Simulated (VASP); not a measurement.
Runs of VASP 6.6.1 on GaP. The structure is cubic, space group F-43m (No. 216). The conventional cell has a = 5.451 Å, b = 5.451 Å, c = 5.451 Å, α = 90.00°, β = 90.00°, γ = 90.00°. Around Ga (site symmetry -43m) lie 4 P at 2.36 Å. P (site symmetry -43m) is surrounded by 4 Ga at 2.36 Å. 

```csv
task,level,cell,k mesh,smearing,grid for exact exchange (PRECFOCK),other keys,mesh quality,gap on the mesh (eV),pressure (GPa),relaxed volume (Å³/atom)
relaxation of cell and atoms,PBE+rVV10,relaxed,8 × 8 × 8,fermi-dirac 0.05 eV,-,-,not flagged,1.59,0.0,20.61
relaxation of cell and atoms,PBE+D4,relaxed,8 × 8 × 8,fermi-dirac 0.05 eV,-,-,not flagged,(b),0.0,20.03
relaxation of cell and atoms,PBE+MBD,relaxed,8 × 8 × 8,fermi-dirac 0.05 eV,-,-,not flagged,1.64,0.1,-
density of states,MS2,as given,8 × 8 × 8,tetrahedron,-,ENCUT = 600; ISMEAR = -5; SIGMA = 0.3,not flagged,1.92,-0.9,-
relaxation of cell and atoms,HSE03,relaxed,4 × 4 × 4,fermi-dirac 0.05 eV,Fast,-,coarse,(a),0.0,20.52
```

Alike in all rows: potentials or basis VASP PAW PBE potentials, release 64 (Ga_d, P); no spin polarisation; cutoff (eV) 600.

Q: Fill in the values left out.

A: (a) 2.16; (b) 1.63.

Caveats: some runs use coarse meshes; the PAW data sets were made with another functional, which shifts forces and pressure a little (some runs); the relaxation stopped at its first step, so nothing moved (some runs).

A k mesh can miss the band edges, and the runs leave out spin-orbit coupling on Ga.
